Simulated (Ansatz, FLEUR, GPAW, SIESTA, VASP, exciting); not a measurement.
# Si: programs and potentials compared

```
Si
1.0
     0.00000    2.72185    2.72185
     2.72185    0.00000    2.72185
     2.72185    2.72185    0.00000
Si
2
Direct
  0.50000 0.50000 0.50000
  0.75000 0.75000 0.75000
```

Alike in all runs: task band structure; functional BLYP; k mesh 8 × 8 × 8; occupations fermi-dirac, width 0.05 eV; no spin polarisation; no spin-orbit coupling. Pressure is positive in compression and, in plane waves, holds the error of the finite cutoff. Gaps are the smaller of the mesh's and the band path's.

```tsv
program and potentials	plane-wave cutoff (eV)	notes	band gap (eV)	pressure (GPa)
SIESTA, files PseudoDojo sr-pbe-0.4.1-standard, DZP (energy shift 0.003 Ry)	-	atomic basis; potentials made for PBE	0.80	6.59
VASP, PBE PAW files Si, 520 eV	520	potentials made for PBE	0.82	4.40
GPAW, PAW data sets generated for this functional	600	-	0.81	4.38
FLEUR, all-electron, FLAPW	-	-	0.81	-
exciting, all-electron LAPW+lo, shipped species files, valence relativity iora*	-	-	0.82	-
Ansatz, all-electron LAPW, scalar-relativistic	-	-	0.81	4.22
```

The band gap spans 0.80 (SIESTA, files PseudoDojo sr-pbe-0.4.1-standard, DZP (energy shift 0.003 Ry)) to 0.82 eV (exciting, all-electron LAPW+lo, shipped species files, valence relativity iora*), with all-electron results at 0.81 to 0.82. The pressure spans 4.22 (Ansatz, all-electron LAPW, scalar-relativistic) to 6.59 GPa (SIESTA, files PseudoDojo sr-pbe-0.4.1-standard, DZP (energy shift 0.003 Ry)), with all-electron results at 4.22. The pressure on the cell as given of SIESTA, files PseudoDojo sr-pbe-0.4.1-standard, DZP (energy shift 0.003 Ry) lies far from the others; the cause wasn't traced. The paths' points differ, which is worth about 0.01 eV. Rows in atomic bases carry the error of their basis and grid, which can be large.

Differences between rows come from potentials, basis sets and numerical settings, since the functional is the same but for its coding. Runs on potential files found faulty are left out.
